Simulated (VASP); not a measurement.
Set up this calculation in VASP 6.6.1, as the native input.

```
Task                   : relaxation of cell and atoms
Functional             : PBE
Dispersion             : D3(BJ)
Potentials or basis    : VASP PAW PBE potentials, release 64 (Ge_d, Se)
Cutoff                 : 600 eV
k mesh                 : 4 × 8 × 6
Occupations            : gaussian, width 0.03 eV
Spin                   : no spin polarisation
Further INCAR settings : ALGO = Normal; EDIFF = 1e-06; IBRION = 2; EDIFFG = -0.01; NSW = 90; ISIF = 3
```

The structure of GeSe lies in POSCAR:

```
GeSe
1.0
   10.7900000000      0.0000000000      0.0000000000
    0.0000000000      3.8200000000      0.0000000000
    0.0000000000      0.0000000000      4.3800000000
Ge Se
4 4
Direct
    0.1210000000      0.7500000000      0.8940000000
    0.6210000000      0.7500000000      0.6060000000
    0.3790000000      0.2500000000      0.3940000000
    0.8790000000      0.2500000000      0.1060000000
    0.8520000000      0.7500000000      0.4970000000
    0.3520000000      0.7500000000      0.0030000000
    0.6480000000      0.2500000000      0.9970000000
    0.1480000000      0.2500000000      0.5030000000
```

One way to write it, as run:

INCAR

```
  PREC = Accurate
  ENCUT = 600
  EDIFF = 1E-6
  ISMEAR = 0
  SIGMA = 0.03
  LREAL = F
  LASPH = T
  NELM = 80
  ALGO = Normal
  ISIF = 3
  LWAVE = F
  LCHARG = F
  GGA = PE
  IVDW = 12
  IBRION = 2
  NSW = 90
  EDIFFG = -0.01
  KPAR = 2
```

KPOINTS

```
regular mesh
0
Gamma
  4 8 6
```

Potentials or basis: VASP PAW PBE potentials, release 64 (Ge_d, Se).

Command:

```sh
$ cat potpaw_PBE.64/Ge_d/POTCAR potpaw_PBE.64/Se/POTCAR > POTCAR
$ mpirun -np 2 vasp_std > vasp.out
```

Results of the run:

```yaml
Relaxed_volume: 23.52 Å³/atom
Relaxed_cell: a = 10.960 Å, b = 3.882 Å, c = 4.423 Å, α = 90.00°, β = 90.00°, γ = 90.00°
Space_group_after_relaxing_to_0.05_Å: Pnma (No. 62)
Energy_gained_by_relaxing: 11.7 meV/atom
Ionic_steps: 25
Pressure_after_relaxing: 0.0 GPa
Largest_force_after_relaxing: 0.010 eV/Å
Band_gap_on_the_k_mesh: 0.71 eV, indirect (least direct gap 0.89 eV)
Dispersion_energy_per_atom: -0.358 eV
```

It took 34 min on 2 MPI ranks on Intel(R) Xeon(R) Platinum 8559C (Emerald Rapids), with other jobs on the host, peak memory 0.66 GiB a rank.
